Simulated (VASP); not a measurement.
# BaS (I4/mmm) in VASP: notebook

The runs below take BaS through single point, with PBE, r2SCAN.

Everything below comes from runs of VASP 6.6.1. Logs are shortened: lines on timing, memory, paths and dates and some standing lists are left out, and cuts for length are marked.

## Step 1: The cell of the first run

The structure is tetragonal, space group I4/mmm (No. 139). Conventional cell: a = 4.542 Å, b = 4.542 Å, c = 6.808 Å, α = 90.00°, β = 90.00°, γ = 90.00°. Ba (site symmetry 4/mmm) has 6 S at 3.21 to 3.40 Å as nearest neighbours. S (site symmetry 4/mmm) is surrounded by 6 Ba at 3.21 to 3.40 Å.

The cell was built by a generator and needn't be a form met in nature.

## Step 2: Single point, PBE (uniaxial_z strain +6.0%)

Contents of INCAR:

```
SYSTEM = BaS
ALGO = Normal
EDIFF = 1E-6
ENCUT = 520
GGA = PE
ISIF = 2
ISMEAR = -1
LASPH = .True.
LCHARG = .False.
LREAL = .False.
LWAVE = .False.
NBANDS = 15
NELM = 80
PREC = Accurate
SIGMA = 0.02
```

Contents of KPOINTS:

```
k-points
0
Gamma
  8 8 8
  0 0 0
```

Contents of POSCAR:

```
BaS
1.0
    0.0000000000      3.2117958739      3.4038612672
    3.2117958739      0.0000000000      3.4038612672
    3.2117958739      3.2117958739      0.0000000000
Ba S
1 1
Direct
    0.0000000000      0.0000000000      0.0000000000
    0.5000000000      0.5000000000      0.5000000000
```

Potentials or basis: VASP PAW PBE potentials, release 64 (Ba_sv, S).

On the command line:

```sh
cat potpaw_PBE.64/Ba_sv/POTCAR potpaw_PBE.64/S/POTCAR > POTCAR
mpirun -np 1 vasp_std > vasp.out
```

OUTCAR:

```text
SYSTEM = BaS
   EDIFF = 1E-6
   ENCUT = 520
   GGA = PE
   ISIF = 2
   ISMEAR = -1
   LASPH = .True.
   LREAL = .False.
   NELM = 80
   PREC = Accurate

 ion  position               nearest neighbor table
   1  0.000  0.000  0.000-   2 3.21   2 3.21   2 3.21   2 3.21   2 3.40   2 3.40
   2  0.500  0.500  0.500-   1 3.21   1 3.21   1 3.21   1 3.21   1 3.40   1 3.40

  LATTYP: Found a body centered tetragonal cell.
 ALAT       =     4.5421652844
 C/A-ratio  =     1.4987835334

  Lattice vectors:

 A1 = (  -3.2117958739,   0.0000000000,   3.4038612672)
 A2 = (   3.2117958739,   0.0000000000,   3.4038612672)
 A3 = (   0.0000000000,   3.2117958739,  -3.4038612672)

Analysis of symmetry for initial positions (statically):
=====================================================================
 Subroutine PRICEL returns:
 Original cell was already a primitive cell.

 Routine SETGRP: Setting up the symmetry group for a
 body centered tetragonal supercell.

 Subroutine GETGRP returns: Found 16 space group operations
 (whereof 16 operations were pure point group operations)
 out of a pool of 16 trial point group operations.

The static configuration has the point symmetry D_4h.

Analysis of symmetry for dynamics (positions and initial velocities):
=====================================================================
 Subroutine PRICEL returns:
 Original cell was already a primitive cell.

 Routine SETGRP: Setting up the symmetry group for a
 body centered tetragonal supercell.

 Subroutine GETGRP returns: Found 16 space group operations
 (whereof 16 operations were pure point group operations)
 out of a pool of 16 trial point group operations.

The dynamic configuration has the point symmetry D_4h.

 Subroutine INISYM returns: Found 16 space group operations
 (whereof 16 operations are pure point group operations),
 and found     1 'primitive' translations

----------------------------------------------------------------------------------------

                                     Primitive cell

  volume of cell :      70.2260

  direct lattice vectors                    reciprocal lattice vectors
     0.000000000  3.211795874  3.403861267    -0.155676145  0.155676145  0.146892003
     3.211795874  0.000000000  3.403861267     0.155676145 -0.155676145  0.146892003
     3.211795874  3.211795874  0.000000000     0.155676145  0.155676145 -0.146892003

  length of vectors
     4.679947036  4.679947036  4.542165284     0.264664665  0.264664665  0.264664665

  position of ions in fractional coordinates (direct lattice)
[... 85 lines left out ...]
   ISIF   =      2    stress and relaxation
   ISYM   =      2    0-nonsym 1-usesym 2-fastsym
   POTIM  = 0.5000    time-step for ionic-motion
   TEBEG  =    0.0;   TEEND  =   0.0 temperature during run
   PSTRESS=    0.0 pullay stress
   NELECT =      16.0000    total number of electrons
   NUPDOWN=      -1.0000    fix difference up-down
   EMIN   =  10.00;   EMAX   =-10.00  energy-range for DOS
   EFERMI =   0.00;   METHOD = LEGACY
   ISMEAR =    -1;   SIGMA  =   0.02  broadening in eV -4-tet -1-fermi 0-gaus
   EFERMI_NEDOS =   21; number of points for ismear=-14 and -15
   IALGO  =     38    algorithm
   IMIX   =      4    mixing-type and parameters
     AMIX     =   0.40;   BMIX     =  1.00
     AMIX_MAG =   1.60;   BMIX_MAG =  1.00
  volume/ion in A,a.u.               =      35.11       236.95
  Fermi-wavevector in a.u.,A,eV,Ry     =   0.999882  1.889504 13.602626  0.999765
  Thomas-Fermi vector in A             =   2.132202
   LORBIT       =      0    0 simple, 1 ext, 2 COOP (PROOUT), +10 PAW based schemes
   GGA     = PE    functional components
[... 5 lines left out ...]
 non-spin polarized calculation
  energy-cutoff  :      520.00
  volume of cell :       70.23
 maximum number of plane-waves:      1907
   NGX = 17   NGY = 17   NGZ = 17

 number of electron      15.9999999 magnetization

 Free energy of the ion-electron system (eV)
  ---------------------------------------------------
  ext. energy  EPLUGINS =         0.00000000
  ---------------------------------------------------
  free energy    TOTEN  =       -10.15264064 eV

  energy without entropy =      -10.15264064  energy(sigma->0) =      -10.15264064

 E-fermi :   1.6268     XC(G=0):  -8.3129

 val. band max:        1.1294814542   @ k =   0.0000   0.0000   0.0000
 cond. band min:       3.2976178500   @ k =   0.5000   0.0000   0.5000
 fundamental gap:      2.1681363958
 Fermi energy:         1.6267919001

 k-point     1 :       0.0000    0.0000    0.0000
  band No.  band energies     occupation
      1     -25.2274      2.00000
      2     -10.3096      2.00000
      3     -10.2849      2.00000
      4     -10.2849      2.00000
      5      -9.1729      2.00000
      6       1.0043      2.00000
      7       1.1295      2.00000
      8       1.1295      2.00000
      9       4.2332      0.00000
     10       4.6893      0.00000
     11       5.0639      0.00000
     12       5.0639      0.00000
     13       5.7513      0.00000
     14       5.9341      0.00000
[... 401 lines left out ...]
      2     -10.9700      2.00000
      3     -10.3659      2.00000
      4     -10.3255      2.00000
      5      -8.4251      2.00000
      6      -0.3441      2.00000
      7       0.3257      2.00000
      8       0.4659      2.00000
      9       4.8961      0.00000
     10       6.2826      0.00000
     11       6.6719      0.00000
     12       6.8777      0.00000
     13       7.5277      0.00000
     14       9.0012      0.00000
     15      10.7588      0.00000

 [... further k-points ...]

------------------------ aborting loop because EDIFF is reached ----------------------------------------

  FORCE on cell =-STRESS in cart. coord.  units (eV):
  Direction    XX          YY          ZZ          XY          YZ          ZX
  --------------------------------------------------------------------------------------
  -------------------------------------------------------------------------------------
  Total       -0.1276385     -0.1276385     -1.4572266      0.0000000      0.0000000      0.0000000
  in kB       -2.9120205     -2.9120205    -33.2460426      0.0000000      0.0000000      0.0000000
  external PRESSURE =     -13.0233612 kB  Pullay stress =       0.0000000 kB

 VOLUME and BASIS-vectors are now :
 -----------------------------------------------------------------------------
  energy-cutoff  :      520.00
  volume of cell :       70.23
      direct lattice vectors                 reciprocal lattice vectors
     0.000000000  3.211795874  3.403861267    -0.155676145  0.155676145  0.146892003
     3.211795874  0.000000000  3.403861267     0.155676145 -0.155676145  0.146892003
     3.211795874  3.211795874  0.000000000     0.155676145  0.155676145 -0.146892003

 POSITION                                       TOTAL-FORCE (eV/Angst)
 -----------------------------------------------------------------------------------
      0.00000      0.00000      0.00000        -0.000000      0.000000      0.000000
      3.21180      3.21180      3.40386         0.000000     -0.000000     -0.000000
 -----------------------------------------------------------------------------------
    total drift:                                0.000000      0.000000      0.000000

  FREE ENERGIE OF THE ION-ELECTRON SYSTEM (eV)
  ---------------------------------------------------
  free  energy   TOTEN  =       -10.1526406385 eV

  energy  without entropy=      -10.1526406385  energy(sigma->0) =      -10.15264064
```

OSZICAR:

```text
N       E                     dE             d eps       ncg     rms          rms(c)
DAV:   1     0.838779298461E+02    0.83878E+02   -0.67361E+03  1770   0.918E+02
DAV:   2    -0.554751298836E+01   -0.89425E+02   -0.81485E+02  2397   0.167E+02
DAV:   3    -0.105715125244E+02   -0.50240E+01   -0.49899E+01  2436   0.415E+01
DAV:   4    -0.106752373544E+02   -0.10372E+00   -0.10370E+00  2262   0.615E+00
DAV:   5    -0.106779285229E+02   -0.26912E-02   -0.26911E-02  2462   0.810E-01    0.447E+00
DAV:   6    -0.101335993577E+02    0.54433E+00   -0.75466E-01  2015   0.514E+00    0.301E+00
DAV:   7    -0.101359798145E+02   -0.23805E-02   -0.19879E-01  2248   0.244E+00    0.206E+00
DAV:   8    -0.101501524571E+02   -0.14173E-01   -0.25319E-02  1973   0.112E+00    0.204E-01
DAV:   9    -0.101515290084E+02   -0.13766E-02   -0.38566E-03  2281   0.456E-01    0.197E-01
DAV:  10    -0.101524879124E+02   -0.95890E-03   -0.10585E-03  1896   0.205E-01    0.483E-02
DAV:  11    -0.101526356250E+02   -0.14771E-03   -0.18624E-04  2197   0.811E-02    0.182E-02
DAV:  12    -0.101526408672E+02   -0.52422E-05   -0.10057E-05  2029   0.200E-02    0.329E-03
DAV:  13    -0.101526406385E+02    0.22869E-06   -0.83503E-07  1946   0.591E-03
   1 F= -.10152641E+02 E0= -.10152641E+02  d E =-.769013E-13
```

Run time: 85 s. Hardware: 1 thread of Intel Xeon Platinum 8375C at 2.90GHz (Ice Lake), shared host; peak memory 0.23 GiB.

What came out:

* Free energy: -10.1526 eV
* Pressure: -1.3 GPa
* Band gap on the k mesh: 2.17 eV, indirect (least direct gap 2.34 eV)

Stress tensor (GPa, compression positive):
```
-0.29  0.00  0.00
 0.00 -0.29  0.00
 0.00  0.00 -3.32
```

Levels at points of the mesh, in eV from the valence-band top:
```csv
k point,band 5,band 6,band 7,band 8,band 9,band 10,band 11,band 12
"(0.00, 0.00, 0.00)",-10.30,-0.13,0.00,0.00,3.10,3.56,3.93,3.93
"(0.50, 0.00, 0.00)",-9.34,-1.83,-1.03,-0.99,5.24,5.40,5.94,6.06
"(0.50, 0.50, 0.00)",-10.21,-0.78,-0.15,-0.15,2.19,5.55,5.62,7.04
"(0.50, 0.00, 0.50)",-10.21,-0.55,-0.31,-0.17,2.17,5.36,5.95,6.76
```

Caveat: spin-orbit coupling is left out, which moves the levels of the heavy elements.

## Step 3: Single point, r2SCAN (uniaxial_x strain -6.0%)

Contents of POSCAR:

```
BaS
1.0
    0.0000000000      3.2117958739      3.2117958739
    3.0200516602      0.0000000000      3.2117958739
    3.0200516602      3.2117958739      0.0000000000
Ba S
1 1
Direct
    0.0000000000      0.0000000000      0.0000000000
    0.5000000000      0.5000000000      0.5000000000
```

Contents of INCAR.step1:

```
PREC     = Accurate       # precision mode
ENCUT    = 520            # plane-wave cutoff, eV
ISMEAR   = 0              # smearing method
SIGMA    = 0.01           # smearing width, eV
LREAL    = F              # projectors in reciprocal space
LASPH    = T              # aspherical terms in the spheres
NELM     = 60             # most SCF steps
NBANDS   = 15             # bands
GGA      = PE             # functional
ALGO     = Normal         # electronic algorithm
EDIFF    = 1E-4           # SCF threshold, eV
LWAVE    = T              # write WAVECAR
LCHARG   = F              # write CHGCAR
```

Contents of INCAR.step2:

```
PREC     = Accurate       # precision mode
ENCUT    = 520            # plane-wave cutoff, eV
EDIFF    = 1E-7           # SCF threshold, eV
ISMEAR   = 0              # smearing method
SIGMA    = 0.01           # smearing width, eV
LREAL    = F              # projectors in reciprocal space
LASPH    = T              # aspherical terms in the spheres
NELM     = 60             # most SCF steps
ALGO     = Normal         # electronic algorithm
ISIF     = 2              # what is computed and relaxed
LWAVE    = F              # write WAVECAR
LCHARG   = F              # write CHGCAR
METAGGA  = R2SCAN         # meta-GGA
LMIXTAU  = T            
NBANDS   = 15             # bands
ISTART   = 1
```

Contents of KPOINTS:

```
regular mesh
0
Gamma
  8 8 8
```

Potentials or basis: VASP PAW PBE potentials, release 64 (Ba_sv, S).

On the command line:

```sh
cat potpaw_PBE.64/Ba_sv/POTCAR potpaw_PBE.64/S/POTCAR > POTCAR
cp INCAR.step1 INCAR
mpirun -np 1 vasp_std > vasp.out
cp INCAR.step2 INCAR
mpirun -np 1 vasp_std > vasp.out
```

OUTCAR:

```text
PREC = Accurate
   ENCUT = 520
   EDIFF = 1E-7
   ISMEAR = 0
   LREAL = F
   LASPH = T
   NELM = 60
   ISIF = 2
   METAGGA = R2SCAN
   ISTART = 1

 ion  position               nearest neighbor table
   1  0.000  0.000  0.000-   2 3.02   2 3.02   2 3.21   2 3.21   2 3.21   2 3.21
   2  0.500  0.500  0.500-   1 3.02   1 3.02   1 3.21   1 3.21   1 3.21   1 3.21

  LATTYP: Found a body centered tetragonal cell.
 ALAT       =     4.5421652844
 C/A-ratio  =     1.3297850127

  Lattice vectors:

 A1 = (  -3.0200516602,   0.0000000000,  -3.2117958739)
 A2 = (  -3.0200516602,   0.0000000000,   3.2117958739)
 A3 = (   3.0200516602,   3.2117958739,   0.0000000000)

Analysis of symmetry for initial positions (statically):
=====================================================================
 Subroutine PRICEL returns:
 Original cell was already a primitive cell.

 Routine SETGRP: Setting up the symmetry group for a
 body centered tetragonal supercell.

 Subroutine GETGRP returns: Found 16 space group operations
 (whereof 16 operations were pure point group operations)
[... 178 lines left out ...]
      4      -9.8234      2.00000
      5      -9.4162      2.00000
      6       1.3761      2.00000
      7       1.3761      2.00000
      8       1.6648      2.00000
      9       5.6295      0.00000
     10       5.6295      0.00000
     11       5.6982      0.00000
     12       6.0805      0.00000
     13       6.6547      0.00000
     14       7.3093      0.00000
[... 401 lines left out ...]
      2     -10.8572      2.00000
      3      -9.9636      2.00000
      4      -9.8615      2.00000
      5      -8.3530      2.00000
      6      -0.0026      2.00000
      7       0.5129      2.00000
      8       1.1842      2.00000
      9       5.9533      0.00000
     10       6.6769      0.00000
     11       7.9466      0.00000
     12       8.1402      0.00000
     13       8.7144      0.00000
     14       9.5914      0.00000
     15      12.2239      0.00000

 [... further k-points ...]

------------------------ aborting loop because EDIFF is reached ----------------------------------------

  FORCE on cell =-STRESS in cart. coord.  units (eV):
  Direction    XX          YY          ZZ          XY          YZ          ZX
  --------------------------------------------------------------------------------------
  -------------------------------------------------------------------------------------
  Total        3.8560592      0.6719411      0.6719411      0.0000000      0.0000000      0.0000000
  in kB       99.1548671     17.2783224     17.2783224      0.0000000      0.0000000      0.0000000
  external PRESSURE =      44.5705040 kB  Pullay stress =       0.0000000 kB

 VOLUME and BASIS-vectors are now :
 -----------------------------------------------------------------------------
  energy-cutoff  :      520.00
  volume of cell :       62.31
      direct lattice vectors                 reciprocal lattice vectors
     0.000000000  3.211795874  3.211795874    -0.165560082  0.155676145  0.155676145
     3.020051660  0.000000000  3.211795874     0.165560082 -0.155676145  0.155676145
     3.020051660  3.211795874  0.000000000     0.165560082  0.155676145 -0.155676145

 POSITION                                       TOTAL-FORCE (eV/Angst)
 -----------------------------------------------------------------------------------
      0.00000      0.00000      0.00000         0.000000      0.000000     -0.000000
      3.02005      3.21180      3.21180         0.000000     -0.000000      0.000000
 -----------------------------------------------------------------------------------
    total drift:                                0.000000      0.000000      0.000000

  FREE ENERGIE OF THE ION-ELECTRON SYSTEM (eV)
  ---------------------------------------------------
  free  energy   TOTEN  =       -39.0890657333 eV

  energy  without entropy=      -39.0890657333  energy(sigma->0) =      -39.08906573
```

OSZICAR.step1:

```text
N       E                     dE             d eps       ncg     rms          rms(c)
DAV:   1     0.814408698642E+02    0.81441E+02   -0.69747E+03  1770   0.938E+02
DAV:   2    -0.586462478582E+01   -0.87305E+02   -0.77876E+02  2398   0.169E+02
DAV:   3    -0.104715813091E+02   -0.46070E+01   -0.45751E+01  2405   0.403E+01
DAV:   4    -0.105646780101E+02   -0.93097E-01   -0.93066E-01  2264   0.585E+00
DAV:   5    -0.105673221045E+02   -0.26441E-02   -0.26439E-02  2429   0.797E-01    0.524E+00
DAV:   6    -0.100694158154E+02    0.49791E+00   -0.68191E-01  2036   0.495E+00    0.362E+00
DAV:   7    -0.100671976253E+02    0.22182E-02   -0.19573E-01  2319   0.248E+00    0.219E+00
DAV:   8    -0.100796030232E+02   -0.12405E-01   -0.23626E-02  2022   0.113E+00    0.219E-01
DAV:   9    -0.100801252609E+02   -0.52224E-03   -0.34651E-03  2302   0.432E-01    0.121E-01
DAV:  10    -0.100809027523E+02   -0.77749E-03   -0.87451E-04  1847   0.208E-01    0.332E-02
DAV:  11    -0.100809646795E+02   -0.61927E-04   -0.97574E-05  1973   0.644E-02
   1 F= -.10080965E+02 E0= -.10080965E+02  d E =-.538823E-29
```

It took 6 min on 1 thread of Intel Xeon Platinum 8375C at 2.90GHz (Ice Lake), shared host; peak memory 0.24 GiB.

Results:

```yaml
Free_energy: -39.0891 eV
Pressure: 4.5 GPa
Band_gap_on_the_k_mesh: 2.13 eV, indirect (least direct gap 2.28 eV)
```

Stress tensor (GPa, compression positive):
```
9.92 0.00 0.00
0.00 1.73 0.00
0.00 0.00 1.73
```

Caveat: the PAW data sets were made with another functional, which shifts forces and pressure a little; spin-orbit coupling is left out, which moves the levels of the heavy elements.

## Step 4: Single point, PBE (epitaxial_xy strain +4.1%)

Contents of INCAR:

```
SYSTEM = BaS
ALGO     = Normal         ! electronic algorithm
EDIFF    = 1E-7           ! SCF threshold, eV
ENCUT    = 520            ! plane-wave cutoff, eV
GGA      = PE             ! functional
ISIF     = 2              ! what is computed and relaxed
ISMEAR   = -1             ! smearing method
LASPH    = .True.         ! aspherical terms in the spheres
LCHARG   = .True.         ! write CHGCAR
LELF     = .True.         ! ELF
LREAL    = .False.        ! projectors in reciprocal space
LVHAR    = .True.       
LWAVE    = .False.        ! write WAVECAR
NBANDS   = 15             ! bands
NELM     = 80             ! most SCF steps
PREC     = Accurate       ! precision mode
SIGMA    = 0.02           ! smearing width, eV
```

Contents of KPOINTS:

```
k-points
0
Gamma
  8 8 8
  0 0 0
```

Contents of POSCAR:

```
BaS
1.0
    0.0000000000      3.3438006843      3.1667615655
    3.3438006843      0.0000000000      3.1667615655
    3.3438006843      3.3438006843      0.0000000000
Ba S
1 1
Direct
    0.0000000000      0.0000000000      0.0000000000
    0.5000000000      0.5000000000      0.5000000000
```

On the command line:

```sh
cat potpaw_PBE.64/Ba_sv/POTCAR potpaw_PBE.64/S/POTCAR > POTCAR
mpirun -np 1 vasp_std > vasp.out
```

Run time: 76 s. Hardware: 1 thread of Intel Xeon Platinum 8375C at 2.90GHz (Ice Lake), shared host; peak memory 0.24 GiB.

It converged, with:

```
Free energy            : -10.1467 eV
Pressure               : -1.6 GPa
Band gap on the k mesh : 2.10 eV, indirect (least direct gap 2.30 eV)
```

Stress tensor (GPa, compression positive):
```
-2.74  0.00  0.00
 0.00 -2.74  0.00
 0.00  0.00  0.67
```

Levels at points of the mesh, in eV from the valence-band top:
| k point | band 6 | band 7 | band 8 | band 9 | band 10 | band 11 |
| --- | --- | --- | --- | --- | --- | --- |
| (0.00, 0.00, 0.00) | -0.14 | -0.14 | 0.00 | 3.03 | 3.64 | 3.64 |
| (0.50, 0.00, 0.00) | -1.87 | -1.07 | -1.03 | 5.15 | 5.32 | 5.86 |
| (0.50, 0.50, 0.00) | -0.53 | -0.34 | -0.34 | 2.10 | 5.48 | 5.69 |
| (0.50, 0.00, 0.50) | -0.77 | -0.31 | -0.15 | 2.15 | 5.22 | 5.81 |

Caveat: spin-orbit coupling is left out, which moves the levels of the heavy elements. A k mesh can miss the band edges.

## Step 5: Summary

| level | cell | smearing | gap on the mesh (eV) | pressure (GPa) |
| --- | --- | --- | --- | --- |
| PBE | uniaxial_z strain +6.0% | fermi-dirac 0.02 eV | 2.17 | -1.3 |
| r2SCAN | uniaxial_x strain -6.0% | gaussian 0.01 eV | 2.13 | 4.5 |
| PBE | epitaxial_xy strain +4.1% | fermi-dirac 0.02 eV | 2.10 | -1.6 |

Alike in all rows: task single point; potentials or basis VASP PAW PBE potentials, release 64 (Ba_sv, S); no spin polarisation; k mesh 8 × 8 × 8; cutoff (eV) 520.

Caveats: spin-orbit coupling is left out, which moves the levels of the heavy elements; the PAW data sets were made with another functional, which shifts forces and pressure a little (some runs).

Total energies depend on the potentials used, so only differences within one code and one set of settings carry meaning.
